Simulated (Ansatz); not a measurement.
Ti: what a missing neighbour costs

Method: DFT r2SCAN, scalar-relativistic, plane waves, PAW in Ansatz 0.2.0.

Cutoff 500 eV, Γ-centred meshes of like density (1×1×25 for the 1-atom cell), Gaussian smearing of 0.05 eV, energies at zero smearing and 0 K, each start's symmetry kept, collinear spin.

Bulk Ti (Im-3m) has 8 nearest neighbours at 2.82 Å and a cohesive energy of 4.53 eV against the spin-polarised free atom; this is the high-temperature form, not the ground state. These structures stand in vacuum and were relaxed; neighbours count within 1.1 bulk bonds.

| start | atoms × neighbours | mean bond (Å) | energy over bulk (eV/atom) |
| --- | --- | --- | --- |
| dimerised chain | 2×1 | 2.53 | 3.43 |
| linear chain | 1×2 | 2.74 | 3.49 |
| zigzag chain | 2×2 | 2.45 | 2.71 |
| ladder chain | 4×3 | 2.62 | 2.65 |
| strip chain | 2×4 | 2.52 | 2.46 |

Problem. Compare two estimates without free parameters: bonds of fixed strength, and a band energy that grows as the square root of coordination.

Solution. With fixed bonds an atom with z neighbours loses E_coh(1 − z/8); in the second-moment picture the band narrows as √z and it loses E_coh(1 − √(z/8)). Averaged over the atoms, in eV:
| start | fixed bonds | square root | computed |
| --- | --- | --- | --- |
| dimerised chain | 3.97 | 2.93 | 3.43 |
| linear chain | 3.40 | 2.27 | 3.49 |
| zigzag chain | 3.40 | 2.27 | 2.71 |
| ladder chain | 2.83 | 1.76 | 2.65 |
| strip chain | 2.27 | 1.33 | 2.46 |

The rms misses are 0.41 and 0.89 eV. In these rows the square root does worse than fixed bonds, and the bonds shorten by up to 13 %. What is left over reflects bond lengths, electronic shells, hybridisation and moments, which neither estimate holds. In bcc metals the six second neighbours, 15 % further out, also bind; the bulk count leaves them out, and a contracted structure can pull some inside the cut.

Each run keeps its start's symmetry and one magnetic start, so lower states can exist. Rows stand on unlike meshes and boxes, so starts that end alike can differ by a few hundredths of an eV per atom.

Cost: 5 runs of about 55 core-minutes in all, on Intel Xeon Platinum 8259CL (Skylake/Cascade Lake) (shared hosts).